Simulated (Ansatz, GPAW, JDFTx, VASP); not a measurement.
# Ba: programs and potentials compared

```
CELL_PARAMETERS angstrom
-2.50650 2.50650 2.50650
2.50650 -2.50650 2.50650
2.50650 2.50650 -2.50650
ATOMIC_POSITIONS crystal
Ba 0.00000 0.00000 0.00000
```

Alike in all runs: functional PBE; k mesh 8 × 8 × 8; occupations fermi-dirac, width 0.05 eV; no spin polarisation; no spin-orbit coupling. Pressure is positive in compression and, in plane waves, holds the error of the finite cutoff, which Ansatz's Pulay term estimates and takes out.

| program and potentials | plane-wave cutoff (eV) | notes | band gap (eV) | pressure (GPa) |
| --- | --- | --- | --- | --- |
| Ansatz, all-electron LAPW, scalar-relativistic | - | - | no gap | -0.01 |
| JDFTx, PseudoDojo-SR-PBE-0.5-standard with smoothed tails | 599 | - | no gap | -0.02 |
| JDFTx, PseudoDojo-SR-PBE-0.5-standard | 599 | - | no gap | -0.02 |
| VASP, PBE PAW files Ba_sv, 520 eV | 520 | - | no gap | 0.04 |
| GPAW, GPAW PAW data sets (gpaw-data 1.2.1) | 600 | - | no gap | 0.04 |
| Ansatz, Ansatz PAW (earlier soft set) | 420 | - | no gap | -0.01 |

None finds a gap. The pressure spans -0.02 (JDFTx, PseudoDojo-SR-PBE-0.5-standard with smoothed tails) to 0.04 GPa (VASP, PBE PAW files Ba_sv, 520 eV), with all-electron results at -0.01.

The functional is the same throughout but for its coding, so the spread measures potentials, basis and numerics; runs on potential files found faulty are left out.
